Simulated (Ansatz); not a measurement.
**Rigid-band transport of added carriers in CdF₂, calculated with Ansatz**

Space group Fm-3m (No. 225), 3 atoms in the cell of the first input below: a = 3.810 Å, b = 3.810 Å, c = 3.810 Å, α = 60.00°, β = 60.00°, γ = 60.00°.

The structure is a measured one, not always of the ambient phase, taken without relaxation (pressure -0.2 GPa with this functional, without spin–orbit coupling). Functional: PBEsol.

Spin–orbit coupling is left out. Kohn–Sham gap between the band edges found on a fine mesh: 2.94 eV.

Levels at points 0.012 Å⁻¹ about the band edges give the masses:

```yaml
crystal:
  lattice:
    - [0.0, 2.6939990179, 2.6939990179]
    - [2.6939990179, 0.0, 2.6939990179]
    - [2.6939990179, 2.6939990179, 0.0]
  atoms:
    - { symbol: Cd, position: [0.0, 0.0, 0.0] }
    - { symbol: F, position: [0.25, 0.25, 0.25] }
    - { symbol: F, position: [0.75, 0.75, 0.75] }
basis:
  ecutwfc: 420
  ecutrho_ratio: 4
kpoints:
  mp_grid: { grid: [12, 12, 12] }
hamiltonian:
  xc: pbesol
scf:
  occupations: { method: gaussian, width: 0.05 }
output:
  forces: true
  stress: true
  eigenvalues: true
  eigenstates:
    kpoints:
      - [0.25, -0.5, -0.25]
      - [0.25, -0.494854841, -0.244854841]
      - [0.25, -0.505145159, -0.255145159]
      - [0.255145159, -0.5, -0.244854841]
      - [0.244854841, -0.5, -0.255145159]
      - [0.255145159, -0.494854841, -0.25]
      - [0.244854841, -0.505145159, -0.25]
      - [0.253638177, -0.496361823, -0.242723646]
      - [0.246361823, -0.503638177, -0.257276354]
      - [0.253638177, -0.492723646, -0.246361823]
      - [0.246361823, -0.507276354, -0.253638177]
      - [0.257276354, -0.496361823, -0.246361823]
      - [0.242723646, -0.503638177, -0.253638177]
      - [0.255941118, -0.494058882, -0.244058882]
      - [0.244058882, -0.505941118, -0.255941118]
      - [0.0, 0.0, 0.0]
      - [0.0, 0.005145159, 0.005145159]
      - [0.0, -0.005145159, -0.005145159]
      - [0.005145159, 0.0, 0.005145159]
      - [-0.005145159, 0.0, -0.005145159]
      - [0.005145159, 0.005145159, 0.0]
      - [-0.005145159, -0.005145159, 0.0]
      - [0.003638177, 0.003638177, 0.007276354]
      - [-0.003638177, -0.003638177, -0.007276354]
      - [0.003638177, 0.007276354, 0.003638177]
      - [-0.003638177, -0.007276354, -0.003638177]
      - [0.007276354, 0.003638177, 0.003638177]
      - [-0.007276354, -0.003638177, -0.003638177]
      - [0.005941118, 0.005941118, 0.005941118]
      - [-0.005941118, -0.005941118, -0.005941118]
    de_dk: true
    e_range: [-2.068616592991, 2.067091643969]
```

```bash
ansatz run input.yaml --threads 4 --pin off --max-ram 9216MiB --backend cpu --events-out ev --progress --plain --runs-dir out
```

Time: 0.79 s on 4 threads of Intel(R) Xeon(R) 6975P-C (Granite Rapids), on a shared host, peak memory 0.41 GiB.

Edges at k = (0.250, -0.500, -0.250) and (0.000, 0.000, 0.000); masses in electron masses along fixed Cartesian directions (which need not be the axes of a valley), negative for hole-like bands, for at most the three nearest levels of the same spin at these k-points, within 0.3 eV:

```tsv
edge	band	from the edge (meV)	degeneracy	x	y	z	111
valence	1	0	1	-2.099	-6.9	-2.099	-2.731
conduction	1	0	1	0.371	0.371	0.371	0.371
```

These curvatures agree with the slopes at the same points. They hold at the edge alone, and further out the bands need not be parabolic.

The states of the whole zone with their velocity products:

```yaml
crystal:
  lattice:
    - [0.0, 2.6939990179, 2.6939990179]
    - [2.6939990179, 0.0, 2.6939990179]
    - [2.6939990179, 2.6939990179, 0.0]
  atoms:
    - { symbol: Cd, position: [0.0, 0.0, 0.0] }
    - { symbol: F, position: [0.25, 0.25, 0.25] }
    - { symbol: F, position: [0.75, 0.75, 0.75] }
basis:
  ecutwfc: 420
  ecutrho_ratio: 4
kpoints:
  mp_grid: { grid: [12, 12, 12] }
hamiltonian:
  xc: pbesol
scf:
  occupations: { method: gaussian, width: 0.05 }
output:
  forces: true
  stress: true
  eigenvalues: true
  states_by_energy: { minimum_broadening: 0.05 }
```

```bash
ansatz run input.yaml --threads 4 --pin off --max-ram 9216MiB --backend cpu --events-out ev --progress --plain --runs-dir out
```

Time: 45 s on 4 threads of Intel(R) Xeon(R) 6975P-C (Granite Rapids), on a shared host, peak memory 1.3 GiB.

From that table, at a constant relaxation time τ with Fermi–Dirac weights and rigid bands:

| T (K) | doping (cm⁻³) | μ − E_F (eV) | σ_xx/τ (10²⁰/Ω m s) | S_xx (μV/K) | Lorenz (10⁻⁸ V²/K²) | ħω_p,xx (eV) |
| --- | --- | --- | --- | --- | --- | --- |
| 600 | n 1e19 | 1.451 | 0.00718 | -263 | 1.89 | 0.187 |
| 600 | p 1e19 | -1.176 | 0.000777 | 680 | 1.33 | 0.062 |
| 600 | n 1e20 | 1.656 | 0.0689 | -100 | 2.14 | 0.581 |
| 600 | p 1e20 | -1.296 | 0.00775 | 481 | 1.33 | 0.195 |
| 600 | n 1e21 | 2.299 | 0.56 | -26 | 2.41 | 1.655 |
| 600 | p 1e21 | -1.420 | 0.0759 | 285 | 1.35 | 0.610 |
| 900 | n 1e19 | 1.387 | 0.00701 | -315 | 1.86 | 0.185 |
| 900 | p 1e19 | -0.979 | 0.000642 | 720 | 1.19 | 0.056 |
| 900 | n 1e20 | 1.637 | 0.0677 | -138 | 2.04 | 0.576 |
| 900 | p 1e20 | -1.158 | 0.00641 | 522 | 1.19 | 0.177 |
| 900 | n 1e21 | 2.294 | 0.557 | -38 | 2.37 | 1.652 |
| 900 | p 1e21 | -1.341 | 0.063 | 324 | 1.21 | 0.555 |

Which of the dopings listed at 600 K has the largest power factor S²σ/τ along x?

n 1e19: 0.5, p 1e19: 0.36, n 1e20: 0.68, p 1e20: 1.8, n 1e21: 0.37, p 1e21: 6.1 (10¹¹ W/m K² s), so p 1e21 cm⁻³, if τ is the same for all.

What conductivity mass along x follows from the plasma energy at 1e19 electrons per cm³ and 600 K, and how does it compare with the band-edge mass?

(ħω_p)² = ħ² n e²/(ε0 m) gives m = 0.392, against 0.371 at the edge: the two agree within a tenth.

Caveats: crystals with gaps this wide can seldom be doped to such densities with both signs of carrier, so the rows show what the bands would give; melting, decomposition and changes of phase at these temperatures weren't checked; no scattering is computed, and the gap isn't corrected.

At equal density and temperature, electrons always have the larger σ/τ and holes the larger Seebeck magnitude. The conduction edge is mainly Cd 5s, whose diffuse, isotropic overlap gives a light band. The valence edge comes from compact F 2p orbitals with weak mutual overlap, and its heavy, equivalent off-centre valleys keep the holes far less degenerate.

The hole Lorenz numbers, 1.19 to 1.35, lie below the value for a parabolic band at constant τ. Together with the fall in hole σ/τ on heating, this suggests that thermal energy moves holes into slower states of a narrow band.

The gap of 2.94 eV is far below the measured one, chiefly because a semilocal functional lacks the derivative discontinuity. It is still wide enough to suppress bipolar transport, but the electron mass is probably somewhat too light. The lead of p 1e21 in power factor is a property of the rigid bands, not a prediction of good p-type transport, since holes in ionic fluorides tend to self-trap as small polarons.
